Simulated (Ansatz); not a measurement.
# Ta: a slab and its surfaces, (110), 5 layers

Aim: cut a slab of Ta (110), 5 layers from the relaxed bulk, relax it, and get surface energy and work function. The runs shown use PAW. Its runs: bulk cell relaxed (PAW); bulk in the slab's orientation (PAW); the reference run (PAW); atoms relaxed (PAW); field of 0.2 V/Å along the normal (PAW); no images along the normal (PAW); core holes in 4f of Ta (PAW).

Method: DFT, LDA, PAW with Ansatz's default frozen-core files, scalar-relativistic, in Ansatz 0.2.0.

### 1 The structure to begin with

It takes space group Im-3m (No. 229, cubic). Conventional cell: a = 3.303 Å, b = 3.303 Å, c = 3.303 Å, α = 90.00°, β = 90.00°, γ = 90.00°. Ta (site symmetry m-3m) has 8 Ta at 2.86 Å as nearest neighbours.

Coordinates:

```
Ta
1.0
    -1.65157    1.65157    1.65157
     1.65157   -1.65157    1.65157
     1.65157    1.65157   -1.65157
Ta
1
Direct
  0.00000 0.00000 0.00000
```

### 2 Bulk cell relaxed, PAW

Input file input.yaml:

```yaml
crystal:
  lattice:
    - [-1.6515748661, 1.6515748661, 1.6515748661]
    - [1.6515748661, -1.6515748661, 1.6515748661]
    - [1.6515748661, 1.6515748661, -1.6515748661]
  atoms:
    - { symbol: Ta, position: [0.0, 0.0, 0.0] }
kpoints:
  mp_grid: { grid: [18, 18, 18] }
scf:
  occupations: { method: fermi_dirac, width: 0.08 }
hamiltonian:
  xc: lda
  pseudopotentials: { kind: paw }
output:
  forces: true
  stress: true
  write_density: true
  write_potential: true
  elf: true
  volumetric_format: npy
relax:
  f_tol: 0.005
  max_steps: 40
  cell: {}
```

Launch:

```sh
> ansatz run input.yaml --threads 2 --pin off --max-ram 4096MiB --backend cpu --events-out ev --progress --plain --runs-dir out
```

Further steps of the session: Bulk in the slab's orientation, PAW; Slab as cut, PAW; Atoms relaxed, PAW; Field of 0.2 V/Å along the normal, PAW; No images along the normal, PAW; Core holes in 4f of Ta, PAW.

**Question.** What will these runs give? Wanted: surface energy; work function; outer layer spacing; core-level shifts among the layers.

As calculated:

```
                                      quantity                               value
                 surface energy (PAW, relaxed)                           2.68 J/m²
                  work function (PAW, relaxed)                             4.98 eV
                     outer layer spacing (PAW)                       2.30 → 2.21 Å
core-level shifts among the layers (PAW holes)  Ta1 +0.00, Ta2 -0.34, Ta3 -0.37 eV
```

In words: By PAW the surface costs 2.73 J/m² as cut and 2.68 J/m² relaxed. The outermost spacing changes by -4.1 % (PAW). The field of 0.2 V/Å along the normal induces a dipole of 0.109 e·Å per cell (PAW). Thickness wasn't converged, and no reconstruction was sought. Spin-orbit coupling is left out, though the cell holds Ta; in elements this heavy it can shift bands and gaps by tenths of an eV.
